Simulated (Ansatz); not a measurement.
# How the functional moves the response of NaI (Fm-3m) (LDA, PBEsol and r²SCAN)

```xyz
2
Lattice="0.0000 3.1311 3.1311 3.1311 0.0000 3.1311 3.1311 3.1311 0.0000" Properties=species:S:1:pos:R:3 pbc="T T T"
Na    0.0000    0.0000    0.0000
I     3.1311    3.1311    3.1311
```

This cell (30.70 Å³ an atom) was relaxed by PAW under LDA, and each functional gets its own cell relaxed so. Quantity: dielectric response and Born charges by linear response (direction means).

Runs: (1) LDA, PAW on Ansatz 0.2.0's default frozen-core files (fitted under PBE), scalar-relativistic; k mesh 6×6×6, fixed occupations, cutoff 420 eV. (2) PBEsol, PAW on Ansatz 0.2.0's default frozen-core files (fitted under PBE), scalar-relativistic; k mesh 6×6×6, fixed occupations, cutoff 420 eV. (3) r²SCAN, PAW on Ansatz 0.2.0's default frozen-core files (fitted under PBE), scalar-relativistic; k mesh 6×6×6, fixed occupations, cutoff 500 eV.

Under LDA: ε∞ = 3.63, largest |Z*| = 1.17 e, ε₀ = 6.9.

Which way does PBEsol move the volume, and by how much?

a = 6.401 Å, 32.78 Å³ an atom: 6.8 % larger.

What does PBEsol give for these quantities?

```csv
quantity,LDA,PBEsol,change
ε∞,3.63,3.48,-4 %
largest |Z*|,1.17 e,1.18 e,+2 %
ε₀,6.9,7.3,+6 %
```

Which way does r²SCAN move the volume, and by how much?

a = 6.467 Å, 33.80 Å³ an atom: 10.1 % larger.

What does r²SCAN give for these quantities?

```csv
quantity,LDA,r²SCAN,change
ε∞,3.63,3.16,-13 %
largest |Z*|,1.17 e,1.17 e,under 1 %
ε₀,6.9,7.0,+2 %
```

Caveats: frozen-core PAW files fitted under PBE, their cores solved anew for the functional of the run; zone-boundary modes aren't tested.
